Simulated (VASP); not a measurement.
# CdF2: relaxation of cell and atoms with PBE

CdF2:

```
Cd F
1.0
     0.00000    2.74473    2.74473
     2.74473    0.00000    2.74473
     2.74473    2.74473    0.00000
Cd F
1 2
Direct
  0.00000 0.00000 0.00000
  0.25000 0.25000 0.25000
  0.75000 0.75000 0.75000
```

```yaml
Program: VASP 6.6.1
Task: relaxation of cell and atoms
Functional: PBE
Potentials_or_basis: VASP PAW PBE potentials, release 64 (Cd, F)
Cutoff: 600 eV
k_mesh: 10 × 10 × 10
Occupations: gaussian, width 0.03 eV
Spin: no spin polarisation
Further_INCAR_settings: ALGO = Normal; EDIFF = 1e-07; IBRION = 2; EDIFFG = -0.005; NSW = 90; ISIF = 3
```

```json
{
  "Relaxed volume": "13.77 Å³/atom",
  "Relaxed cell": "a = 3.881 Å, b = 3.881 Å, c = 3.881 Å, α = 60.00°, β = 60.00°, γ = 60.00°",
  "Space group after relaxing (to 0.05 Å)": "Fm-3m (No. 225)",
  "Energy gained by relaxing": "0.0 meV/atom",
  "Ionic steps": "2",
  "Pressure after relaxing": "0.0 GPa",
  "Band gap on the k mesh": "2.88 eV, indirect (least direct gap 3.44 eV)"
}
```

Final structure:
```cif
data_structure
_symmetry_space_group_name_H-M 'P 1'
_symmetry_Int_Tables_number 1
_cell_length_a 3.8806
_cell_length_b 3.8806
_cell_length_c 3.8806
_cell_angle_alpha 60.000
_cell_angle_beta 60.000
_cell_angle_gamma 60.000
_cell_volume 41.32
loop_
_atom_site_label
_atom_site_type_symbol
_atom_site_fract_x
_atom_site_fract_y
_atom_site_fract_z
_atom_site_occupancy
Cd1 Cd 0.00000 0.00000 0.00000 1
F1 F 0.25000 0.25000 0.25000 1
F2 F 0.75000 0.75000 0.75000 1
```

Levels at points of the mesh, in eV from the valence-band top:
| k point | band 10 | band 11 | band 12 | band 13 | band 14 | band 15 | band 16 | band 17 |
| --- | --- | --- | --- | --- | --- | --- | --- | --- |
| (0.00, 0.00, 0.00) | -0.83 | -0.55 | -0.55 | -0.55 | 2.88 | 12.44 | 12.44 | 12.44 |
| (0.50, 0.00, 0.00) | -1.63 | -1.63 | -0.42 | -0.42 | 6.76 | 8.98 | 14.02 | 14.02 |
| (0.50, 0.50, 0.00) | -2.67 | -0.39 | -0.08 | -0.08 | 7.56 | 9.36 | 11.81 | 13.80 |

It took 66 s on 1 thread of AMD EPYC 7R13 Processor (Zen 3), on a shared host, peak memory 0.17 GiB.

A k mesh can miss the band edges. As with any semilocal functional, this PBE gap is likely too small.
